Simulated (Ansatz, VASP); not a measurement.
## One calculation of SiC, two programs

The input INCAR:

```
PREC = Accurate
ENCUT = 520
EDIFF = 1E-6
ISMEAR = 0
SIGMA = 0.05
LREAL = F
LASPH = T
NELM = 100
ALGO = Normal
ISIF = 2
LWAVE = F
LCHARG = F
GGA = PE
NBANDS = 11
```

File KPOINTS:

```
regular mesh
0
Gamma
  12 12 12
```

Contents of POSCAR:

```
SiC
1.0
    0.0000000000      2.1740000000      2.2066100000
    2.1740000000      0.0000000000      2.2066100000
    2.1740000000      2.1740000000      0.0000000000
Si C
1 1
Direct
    0.0000000000      0.0000000000      0.0000000000
    0.7500000000      0.7500000000      0.7500000000
```

Input for Ansatz:

```yaml
crystal:
  lattice:
    - [0.0, 2.174, 2.20661]
    - [2.174, 0.0, 2.20661]
    - [2.174, 2.174, 0.0]
  atoms:
    - { symbol: Si, position: [0.0, 0.0, 0.0] }
    - { symbol: C, position: [0.75, 0.75, 0.75] }
basis:
  ecutwfc: 420
kpoints:
  mp_grid: { grid: [12, 12, 12] }
hamiltonian:
  xc: pbe
scf:
  occupations: { method: gaussian, width: 0.05 }
output:
  forces: true
  stress: true
  eigenvalues: true
```

Change from the starting cell: strain +0.000 along x and y, +0.015 along z, atoms carried along.

Alike in both runs: task single point; functional PBE; k mesh 12 × 12 × 12; occupations gaussian, width 0.05 eV; no spin polarisation.

|  | VASP | Ansatz |
| --- | --- | --- |
| version | VASP 6.6.1 | Ansatz 0.2.0 |
| potentials or method | VASP PAW PBE potentials, release 64 (Si, C) | scalar-relativistic, plane waves, PAW |
| plane-wave cutoff (eV) | 520 | 420 |
| valence electrons in the cell | 8 | 8 |

```csv
,VASP,Ansatz,Ansatz less VASP
gap on the k mesh at the Fermi level (eV),1.29,1.29,+0.003
least direct gap on the mesh (eV),4.52,4.52,+0.003
pressure (GPa),1.4,1.5,+0.05
largest component of the traceless stress (GPa),2.63,2.62,-0.007
```

A k mesh can miss the band edges.
